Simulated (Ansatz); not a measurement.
From three elastic constants to directional properties of AlCu₃

Method: Ansatz 0.2.0, DFT r2SCAN, scalar-relativistic, plane waves, PAW. Settings: 500 eV plane-wave cutoff, Γ-centred 12×12×12 mesh, Fermi-Dirac smearing of 0.15 eV. No spin polarisation.

Relaxed structure:
Space group Pm-3m (No. 221). a = 3.642 Å, b = 3.642 Å, c = 3.642 Å, α = 90.00°, β = 90.00°, γ = 90.00°
```tsv
atom	site	symmetry	x	y	z
Al	1a	m-3m	0.0000	0.0000	0.0000
Cu	3c	4/mm.m	0.5000	0.5000	0.0000
```

In a metal, frequencies and elastic constants depend on the k mesh and the smearing, soft modes and shear constants most.

With ions relaxed, on the cubic axes: C11 = 175.0, C12 = 138.8, C44 = 102.2 GPa. The density is 7.479 g/cm³.

Task: Is the crystal stable against strain, and how anisotropic is it?

Result: Born's conditions hold: C11 + 2C12 = 452.6, C11 − C12 = 36.3 and C44 = 102.2 GPa are all positive. B = (C11 + 2C12)/3 = 150.9 GPa. The two shear moduli are C44 and C′ = (C11 − C12)/2 = 18.1 GPa, so Zener's ratio is A = C44/C′ = 5.64: the tetragonal shear C′ is the soft one, as in many fcc and bcc metals and zincblende crystals. The Cauchy pressure C12 − C44 is 36.6 GPa; it would vanish for pair forces between atoms on inversion centres at zero pressure, and a positive value is usual with metallic or many-body binding, and where atoms off inversion centres relax under shear, which lowers C44.

Task: Give the sound speeds along the three symmetry directions.

Result: The Christoffel equation gives ρv² for each branch:
```
direction branch                    ρv²    GPa v (m/s)
    [100]              L                    C11  175.0     4838
    [100]         T (×2) C44  102.2     3697
    [110]              L   (C11 + C12 + 2C44)/2  259.1     5886
    [110]   T, u ∥ [001]                    C44  102.2     3697
    [110]  T, u ∥ [1-10]          (C11 − C12)/2   18.1     1557
    [111]              L  (C11 + 2C12 + 4C44)/3  287.1     6196
    [111]         T (×2) (C11 − C12 + C44)/3   46.2     2484
```

Task: How does Young's modulus depend on direction?

Result: Inverting gives S11 = 19.122, S12 = -8.456, S44 = 9.785 TPa⁻¹. Along a unit vector (l, m, n), 1/E = S11 − 2(S11 − S12 − S44/2)(l²m² + m²n² + n²l²), where the last bracket is 0, 1/4 and 1/3 for [100], [110] and [111]: E = 52, 129 and 250 GPa. With A > 1 the body diagonal is stiffest. For a film on (001), the biaxial modulus is C11 + C12 − 2C12²/C11 = 94 GPa and the normal strain is −2C12/C11 = -1.59 times the in-plane one.

L1₂ AlCu₃ resists volume change far more than it resists tetragonal shear, and this contrast governs both the slow [110] transverse wave and the low Young's modulus along the cube axes. Pulling along [100] can be accommodated largely through C′, whereas pulling along [111] engages the stiffer C44 shear. Because both Al and Cu occupy inversion centres, internal relaxation cannot account for the positive Cauchy pressure, which instead points to many-body metallic binding.

The soft C′ corresponds to the initial distortion along the path from fcc to bcc. Aluminium raises the valence-electron concentration of copper towards the range where bcc-based electron compounds are favoured, so band filling probably contributes to the weak restoring force. This fits the known bcc-derived β phase and martensitic behaviour of Cu–Al alloys near this composition. The positive elastic constants support resistance to small homogeneous strains, but they establish neither stability against short-wavelength phonons nor a preference for L1₂ over competing phases.
